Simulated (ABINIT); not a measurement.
# CdSe (F-43m) in ABINIT: single point with PBE

Aim: the single point of CdSe with PBE.

Everything below comes from runs of ABINIT 10.8.3 (patched build). Logs are shortened: lines on timing, memory, paths and dates and some standing lists are left out, and cuts for length are marked. The log counts tension as positive stress, the text compression.

### Step 1. The crystal as given

It takes space group F-43m (No. 216, cubic). The conventional cell has a = 6.141 Å, b = 6.141 Å, c = 6.141 Å, α = 90.00°, β = 90.00°, γ = 90.00°. Cd (site symmetry -43m) is surrounded by 4 Se at 2.66 Å. Se (site symmetry -43m) is surrounded by 4 Cd at 2.66 Å.

Measurements of this composition are mostly on another form, of space group No. 186.

### Step 2. Single point, PBE, spin-orbit coupling, no magnetisation

run.abi

```
# Pseudopotentials
pp_dirpath "./"
pseudos "Cd.upf, Se.upf"

# Structure
acell 4.3420191692 4.3420191692 4.3420191692 Angstrom
rprim
     0.0000000000     0.7071067812     0.7071067812
     0.7071067812     0.0000000000     0.7071067812
     0.7071067812     0.7071067812     0.0000000000
ntypat 2
znucl 48 34
natom 2
typat 1 2
xcart
     0.0000000000     0.0000000000     0.0000000000
     1.5351355993     1.5351355993     1.5351355993 Angstrom

# Plane-wave basis
ecut 47.0

# k points
kptopt 1
ngkpt 6 6 6
nshiftk 1
shiftk 0.0 0.0 0.0

# Exchange and correlation
ixc 11

# Bands and occupations
nband 44
occopt 3
tsmear 0.05 eV

# Spin
nspinor 2
nspden 1
so_psp 2*1

# SCF cycle
nstep 100
tolvrs 1.0e-10

# Output
iomode 3
prtwf 0
prtden 0
prteig 0
prtebands 0
enunit 1
prtvol 2
```

Potentials or basis: PseudoDojo NC FR PBE v0.4 standard.

On the command line:

```console
> abinit run.abi > log 2>&1
```

run.abo:

```text
.Version 10.8.3 of ABINIT
 Symmetries : space group F-4 3 m (#216); Bravais cF (face-center cubic)
================================================================================
 Values of the parameters that define the memory need of the present run
     intxc =       0    ionmov =       0      iscf =       7    lmnmax =      18
     lnmax =      18     mgfft =      54  mpssoang =       5    mqgrid =    3001
     natom =       2  nloc_mem =       1    nspden =       1   nspinor =       2
    nsppol =       1      nsym =      24    n1xccc =    2501    ntypat =       2
    occopt =       3   xclevel =       2
       mpw =        6046          nfft =      157464          nkpt =          16
================================================================================
================================================================================

--------------------------------------------------------------------------------
------------- Echo of variables that govern the present computation ------------
--------------------------------------------------------------------------------
 -outvars: echo values of preprocessed input variables --------
            acell      8.2052270632E+00  8.2052270632E+00  8.2052270632E+00 Bohr
              amu      1.12411000E+02  7.89600000E+01
             ecut      4.70000000E+01 Hartree
           enunit           1
              ixc          11
         kptrlatt        6    0    0      0    6    0      0    0    6
          kptrlen      4.92313624E+01
            natom           2
            nband          44
            ngfft          54      54      54
             nkpt          16
          nspinor           2
            nstep         100
             nsym          24
           ntypat           2
           occopt           3
           prtden           0
        prtebands           0
           prteig           0
           prtvol           2
            prtwf           0
            rprim      0.0000000000E+00  7.0710678120E-01  7.0710678120E-01
                       7.0710678120E-01  0.0000000000E+00  7.0710678120E-01
                       7.0710678120E-01  7.0710678120E-01  0.0000000000E+00
          spgroup         216
           tolvrs      1.00000000E-10
           tsmear      1.83746611E-03 Hartree
            typat      1  2
           xangst      0.0000000000E+00  0.0000000000E+00  0.0000000000E+00
                       1.5351355993E+00  1.5351355993E+00  1.5351355993E+00
            xcart      0.0000000000E+00  0.0000000000E+00  0.0000000000E+00
                       2.9009858488E+00  2.9009858488E+00  2.9009858488E+00
             xred      0.0000000000E+00  0.0000000000E+00  0.0000000000E+00
                       2.5000000000E-01  2.5000000000E-01  2.5000000000E-01
            znucl       48.00000   34.00000

================================================================================

 chkinp: Checking input parameters for consistency.

================================================================================
== DATASET  1 ==================================================================

--- !DatasetInfo
iteration_state: {dtset: 1, }
dimensions: {natom: 2, nkpt: 16, mband: 44, nsppol: 1, nspinor: 2, nspden: 1, mpw: 6046, }
cutoff_energies: {ecut:  47.0, pawecutdg:  -1.0, }
electrons: {nelect:   3.60000000E+01, charge:   0.00000000E+00, occopt:   3.00000000E+00, tsmear:   1.83746611E-03, }
meta: {optdriver: 0, ionmov: 0, optcell: 0, iscf: 7, paral_kgb: 0, }
...

 Exchange-correlation functional for the present dataset will be:
  GGA: Perdew-Burke-Ernzerhof functional - ixc=11
  J.P.Perdew, K.Burke, M.Ernzerhof, PRL 77, 3865 (1996)

 Real(R)+Recip(G) space primitive vectors, cartesian coordinates (Bohr,Bohr^-1):
 R(1)=  0.0000000  5.8019717  5.8019717  G(1)= -0.0861776  0.0861776  0.0861776
[... 108 lines left out ...]
  4.52E-16 4.52E-16 3.06E-16 3.02E-16 2.76E-16 2.42E-16 3.81E-16 3.35E-16
  2.27E-17 2.86E-17 3.32E-17 3.78E-17 2.50E-17 2.61E-17 2.35E-17 2.38E-17
[... 80 lines left out ...]
  3.62E-14 3.33E-14 1.22E-06 4.99E-07
  -0.3333  0.3333  0.1667    1  1.46080E-04 kpt; spin; max resid(k); each band:
  5.15E-16 5.16E-16 2.46E-16 1.93E-16 2.32E-16 2.02E-16 1.65E-16 1.99E-16
  3.09E-17 3.92E-17 2.28E-17 1.83E-17 3.41E-17 2.53E-17 1.95E-17 2.31E-17
  2.10E-17 3.01E-17 4.66E-16 4.27E-16 5.65E-15 9.17E-15 6.09E-15 1.23E-14
  4.38E-15 4.84E-15 8.56E-15 1.28E-14 9.32E-15 1.62E-14 9.96E-16 9.88E-16
  1.59E-15 2.09E-15 1.37E-15 9.96E-16 1.71E-14 1.82E-14 6.05E-15 2.17E-14
  6.62E-13 6.04E-13 1.41E-05 1.46E-04
  -0.3333  0.5000  0.1667    1  1.74211E-10 kpt; spin; max resid(k); each band:
  5.23E-16 5.23E-16 2.91E-16 2.13E-16 3.04E-16 1.96E-16 2.04E-16 1.68E-16
  2.72E-17 1.53E-17 2.49E-17 1.54E-17 3.72E-17 2.23E-17 1.33E-17 2.70E-17
  2.94E-17 3.21E-17 4.52E-16 4.36E-16 4.45E-15 3.48E-15 6.69E-15 8.23E-15
  3.54E-15 3.92E-15 4.77E-15 6.69E-15 6.39E-15 4.15E-15 8.43E-16 7.58E-16
  1.57E-15 1.71E-15 1.33E-15 1.47E-15 8.06E-15 7.65E-15 1.65E-15 9.45E-16
  2.40E-13 4.63E-13 1.74E-10 1.32E-10
 reduced coordinates (array xred) for    2 atoms
       0.000000000000      0.000000000000      0.000000000000
       0.250000000000      0.250000000000      0.250000000000
 rms dE/dt=  3.8080E-28; max dE/dt=  5.3853E-28; dE/dt below (all hartree)
    1      -0.000000000000     -0.000000000000      0.000000000000
    2       0.000000000000      0.000000000000      0.000000000000

 cartesian coordinates (angstrom) at end:
    1      0.00000000000000     0.00000000000000     0.00000000000000
    2      1.53513559932086     1.53513559932086     1.53513559932086

 cartesian forces (hartree/bohr) at end:
    1     -0.00000000000000    -0.00000000000000     0.00000000000000
    2      0.00000000000000     0.00000000000000    -0.00000000000000
 frms,max,avg= 4.4433370E-29 6.9613711E-29   0.000E+00  0.000E+00  0.000E+00 h/b

 cartesian forces (eV/Angstrom) at end:
    1     -0.00000000000000    -0.00000000000000     0.00000000000000
    2      0.00000000000000     0.00000000000000    -0.00000000000000
 frms,max,avg= 2.2848557E-27 3.5796810E-27   0.000E+00  0.000E+00  0.000E+00 e/A
 length scales=  8.205227063230  8.205227063230  8.205227063230 bohr
              =  4.342019169200  4.342019169200  4.342019169200 angstroms
 Fermi (or HOMO) energy (eV) =   4.04927   Average Vxc (eV)=  -9.20022
 Eigenvalues (   eV  ) for nkpt=  16  k points:
 kpt#   1, nband= 44, wtk=  0.00463, kpt=  0.0000  0.0000  0.0000 (reduced coord)
 -97.86857  -97.86857  -62.97791  -62.97791  -57.15972  -57.15972  -57.15972  -57.15972
 -43.47140  -43.47140  -43.47140  -43.47140  -42.57884  -42.57884  -42.57659  -42.57659
 -42.57659  -42.57659   -8.73934   -8.73934   -4.42243   -4.42243   -4.42243   -4.42243
  -3.90483   -3.90483   -3.63314   -3.63314   -3.63314   -3.63314    3.45187    3.45187
   3.81527    3.81527    3.81527    3.81527    4.24427    4.24427    9.36064    9.36064
   9.76264    9.76264    9.76264    9.76264
 kpt#   2, nband= 44, wtk=  0.03704, kpt=  0.1667  0.0000  0.0000 (reduced coord)
 -97.86859  -97.86859  -62.97793  -62.97793  -57.15978  -57.15978  -57.15976  -57.15976
 -43.47141  -43.47141  -43.47141  -43.47139  -42.57883  -42.57883  -42.57660  -42.57660
 -42.57660  -42.57657   -8.65340   -8.65340   -4.42747   -4.39704   -4.36199   -4.36199
  -3.85921   -3.85921   -3.63597   -3.62945   -3.62945   -3.59638    2.02166    2.02166
   3.37891    3.37891    3.60505    3.62665    5.54955    5.54955    9.34566    9.34566
   9.83953    9.83953   10.07275   10.07325
 kpt#   3, nband= 44, wtk=  0.03704, kpt=  0.3333  0.0000  0.0000 (reduced coord)
 -97.86861  -97.86861  -62.97798  -62.97798  -57.15990  -57.15990  -57.15981  -57.15981
 -43.47142  -43.47142  -43.47141  -43.47138  -42.57882  -42.57882  -42.57662  -42.57662
[... 80 lines left out ...]
   9.93705   10.04458   12.00969   12.10488
 kpt#  15, nband= 44, wtk=  0.11111, kpt= -0.3333  0.3333  0.1667 (reduced coord)
 -97.86857  -97.86857  -62.97799  -62.97798  -57.15992  -57.15990  -57.15986  -57.15985
 -43.47144  -43.47143  -43.47140  -43.47138  -42.57883  -42.57879  -42.57663  -42.57660
 -42.57658  -42.57657   -8.31072   -8.30893   -4.32814   -4.31569   -4.23537   -4.00944
  -3.72700   -3.70232   -3.57188   -3.55761   -3.31573   -3.18983   -0.24833   -0.14121
   1.43111    1.52193    2.21322    2.24459    7.98147    8.07151    9.00573    9.04583
  10.15557   10.26347   12.05558   12.18595
 kpt#  16, nband= 44, wtk=  0.05556, kpt= -0.3333  0.5000  0.1667 (reduced coord)
 -97.86857  -97.86857  -62.97800  -62.97799  -57.15993  -57.15991  -57.15987  -57.15986
 -43.47144  -43.47142  -43.47141  -43.47138  -42.57882  -42.57879  -42.57662  -42.57660
 -42.57659  -42.57658   -8.28312   -8.28135   -4.32120   -4.27139   -4.24280   -4.00652
  -3.70720   -3.65754   -3.60901   -3.54432   -3.28165   -3.17844   -0.23458   -0.13391
   1.55125    1.68390    1.69852    1.74592    8.04935    8.09849    8.19320    8.30762
  11.11834   11.25328   11.69475   11.70027
 Total charge density [el/Bohr^3]
)     Maximum=    2.5592E+00  at reduced coord.    0.0370    0.0556    0.9074
)Next maximum=    2.5592E+00  at reduced coord.    0.0000    0.0556    0.9074
)     Minimum=    1.2591E-03  at reduced coord.    0.7593    0.7407    0.7407
)Next minimum=    1.2591E-03  at reduced coord.    0.7407    0.7593    0.7407
   Integrated=    3.6000E+01

--- !EnergyTerms
iteration_state     : {dtset: 1, }
comment             : Components of total free energy in Hartree
kinetic             :  1.39832149952695E+02
hartree             :  1.01698129904533E+02
xc                  : -4.84394167312958E+01
Ewald energy        : -1.51711725120751E+02
psp_core            :  4.85883866497865E+00
local_psp           : -2.94002223426648E+02
non_local_psp       : -4.88026993338280E+01
internal            : -2.96566946090316E+02
'-kT*entropy'       : -3.67688168432411E-06
total_energy        : -2.96566949767198E+02
total_energy_eV     : -8.06999781790767E+03
band_energy         : -3.76680233774267E+01
...

 Cartesian components of stress tensor (hartree/bohr^3)
  sigma(1 1)= -3.58819520E-05  sigma(3 2)=  0.00000000E+00
  sigma(2 2)= -3.58819520E-05  sigma(3 1)=  0.00000000E+00
  sigma(3 3)= -3.58819520E-05  sigma(2 1)=  0.00000000E+00

-Cartesian components of stress tensor (GPa)         [Pressure=  1.0557E+00 GPa]
- sigma(1 1)= -1.05568348E+00  sigma(3 2)=  0.00000000E+00
- sigma(2 2)= -1.05568348E+00  sigma(3 1)=  0.00000000E+00
- sigma(3 3)= -1.05568348E+00  sigma(2 1)=  0.00000000E+00

== END DATASET(S) ==============================================================
================================================================================

 -outvars: echo values of variables after computation  --------
            acell      8.2052270632E+00  8.2052270632E+00  8.2052270632E+00 Bohr
           etotal     -2.9656694977E+02
            fcart     -2.3204570476E-29 -2.3204570476E-29  6.9613711427E-29
                       2.3204570476E-29  2.3204570476E-29 -6.9613711427E-29
            rprim      0.0000000000E+00  7.0710678120E-01  7.0710678120E-01
                       7.0710678120E-01  0.0000000000E+00  7.0710678120E-01
                       7.0710678120E-01  7.0710678120E-01  0.0000000000E+00
           strten     -3.5881952007E-05 -3.5881952007E-05 -3.5881952007E-05
                       0.0000000000E+00  0.0000000000E+00  0.0000000000E+00
           xangst      0.0000000000E+00  0.0000000000E+00  0.0000000000E+00
                       1.5351355993E+00  1.5351355993E+00  1.5351355993E+00
             xred      0.0000000000E+00  0.0000000000E+00  0.0000000000E+00
                       2.5000000000E-01  2.5000000000E-01  2.5000000000E-01
 Calculation completed.
```

It took 12 min on 1 thread of Arm Neoverse V1, shared host; peak memory 0.23 GiB.

Results:

* Free energy: -8069.9978 eV
* Pressure: 1.1 GPa
* Band gap on the k mesh: 0.43 eV, direct
* Valence electrons inside the program's atomic spheres: Cd 17.17; Se 13.24
